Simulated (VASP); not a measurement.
# InAs, elastic tensor: which settings are enough?

InAs, F-43m (no. 216), 2 atoms in the cell. PBE, elastic tensor by finite differences; PAW potentials In_d, As (PBE set). VASP 6.6.1.

Wanted: elastic constants within 1.5 %.

Geometry: relaxed with this functional.

Elastic constants: the values given are C11, C12, C44.

POSCAR:
```
InAs
1.0
    0.0000000000      3.0946001368      3.0946001368
    3.0946001368      0.0000000000      3.0946001368
    3.0946001368      3.0946001368      0.0000000000
In As
1 1
Direct
    0.0000000000      0.0000000000      0.0000000000
    0.7500000000      0.7500000000      0.7500000000
```

The series start from Plane-wave cutoff (eV): 360; k mesh: 8x8x8; SCF threshold (eV): 1e-7; Precision mode: Accurate; Displacements: NFREE 2, POTIM 0.015; Projectors in real space: False. Each series keeps the choices made before it, and each single choice may use up half of a tolerance.

## Plane-wave cutoff (eV)

| Plane-wave cutoff (eV) | Elastic constants, largest deviation against the largest value | Time (s) |
|---|---|---|
| 240 | 22 % | 70 |
| 280 | 3.6 % | 67 |
| 310 | 1.3 % | 130 |
| 360 | 2.7 % | 158 |
| 430 | 0.39 % | 176 |
| 530 (reference) | 0 % | 251 |

## k mesh

| k mesh | Elastic constants, largest deviation against the largest value | Time (s) |
|---|---|---|
| 4x4x4 | 48 % | 70 |
| 6x6x6 | 9.5 % | 118 |
| 8x8x8 | 3 % | 176 |
| 10x10x10 | 0.88 % | 288 |
| 12x12x12 (reference) | 0 % | 439 |

## SCF threshold (eV)

| SCF threshold (eV) | Elastic constants, largest deviation against the largest value | Time (s) |
|---|---|---|
| 0.0001 | 4.5 % | 297 |
| 1e-5 | 1.5 % | 304 |
| 1e-6 | 1.8 % | 377 |
| 1e-7 | 0.14 % | 439 |
| 1e-8 (reference) | 0 % | 516 |

## Precision mode

| Precision mode | Elastic constants, largest deviation against the largest value | Time (s) |
|---|---|---|
| Accurate | 0 % | 439 |
| Normal | 0.23 % | 192 |
| Single | 0.51 % | 410 |

## Displacements

| Displacements | Elastic constants, largest deviation against the largest value | Time (s) |
|---|---|---|
| NFREE 2, POTIM 0.015 | 0 % | 192 |
| NFREE 4 | 0.16 % | 382 |
| NFREE 1 | 2.4 % | 98 |
| POTIM 0.005 | crashed | 45 |
| POTIM 0.03 | 0.54 % | 202 |

VASP's message at the runs that stop: IBZKPT: not all point group operations associated with the symmetry operators of the crystalline lattice are members of the point group of the reciprocal lattice.

## Projectors in real space

| Projectors in real space | Elastic constants, largest deviation against the largest value | Time (s) |
|---|---|---|
| False | 0 % | 192 |
| Auto | 5.8 % | 233 |

## Question

The rows run from the loosest to the tightest (no order: precision mode, displacements, projectors in real space). For each series: choose the loosest value from which every tighter one stays within half of the tolerance; where there is no order, keep the first row unless others stay within half of the tolerance and take at least 30 % less time, and then take the fastest.

## Answer

- Plane-wave cutoff (eV): 430
- k mesh: 12x12x12, the tightest run, since the next looser one is off by more than half of the tolerance (convergence isn't shown beyond it)
- SCF threshold (eV): 1e-7
- Precision mode: Normal
- Displacements: NFREE 2, POTIM 0.015
- Projectors in real space: False

## All choices together

| Input | Elastic constants, largest deviation against the largest value | Time (s) |
|---|---|---|
| program defaults, KSPACING-like mesh of 0.5 per A (naive) | 18 % | 11 |
| chosen settings | 0.31 % | 192 |
| reference settings throughout | 0 % | 642 |

The chosen settings stay within the tolerance of the reference run, but the reference itself isn't shown to be converged in: k mesh.

Values of the reference run: Elastic constants: 70.4, 37.5, 32.9 GPa.

## The input

INCAR:
```
PREC = Normal
ENCUT = 430
EDIFF = 1E-7
ISMEAR = 0
SIGMA = 0.02
LREAL = F
LASPH = T
ALGO = Normal
NELM = 120
LWAVE = F
LCHARG = F
GGA = PE
IBRION = 6
NFREE = 2
POTIM = 0.015
NSW = 1
ISIF = 3
KPAR = 2
```

KPOINTS:
```
Automatic mesh
0
Gamma
  12 12 12
  0 0 0
```

Commands:
```
cat potpaw_PBE.64/In_d/POTCAR potpaw_PBE.64/As/POTCAR > POTCAR
mpirun -np 2 vasp_std > vasp.out
```

Limits: this mesh shows no band gap under this functional, though the smearing is one for insulators.

The chosen input took VASP 6.6.1 192 s on 2 cores (Intel Xeon 6975P-C (Granite Rapids)), a shared host.

## An input that fails: band parallelism (NCORE) with strains that lower the symmetry

VASP's message: VASP internal routines have requested a change of the k-point set. Unfortunately, this is only possible if NPAR=number of nodes. Please remove the tag NPAR from the INCAR file and restart the ….

Changes against the starting input:
```
- KPAR = 2
+ KPAR = 1
+ NCORE = 2
```
